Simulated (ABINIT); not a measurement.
CoO:

```
Co O
1.0
    -1.50800    1.50800    2.10725
     1.50800   -1.50800    2.10725
     1.50800    1.50800   -2.10725
Co O
1 1
Direct
  0.00000 0.00000 0.00000
  0.50000 0.50000 0.00000
```

Program: ABINIT 10.8.3 (patched build). Alike in all runs: task single point; potentials or basis JTH PAW PBE v2.0; spin collinear, ferromagnetic start; cell as given; smearing fermi-dirac 0.05 eV.

Q: Order these runs on this cell by their pressure, lowest first.
A. level PW91; k mesh 10 × 10 × 10; cutoff (eV) 844; fine-grid cutoff 1442.2 eV
B. level PBEsol; k mesh 12 × 12 × 12; cutoff (eV) 707; fine-grid cutoff 1306.15 eV
C. level revPBE; k mesh 10 × 10 × 10; cutoff (eV) 844; fine-grid cutoff 1442.2 eV

A: B (-9.3 GPa), A (-1.7 GPa), C (3.5 GPa).

Caveats: the PAW data sets were made with another functional, which shifts forces and pressure a little; a cell with one magnetic atom can't hold antiferromagnetic order, which such compounds often take.

Not every run made on this cell is shown here.
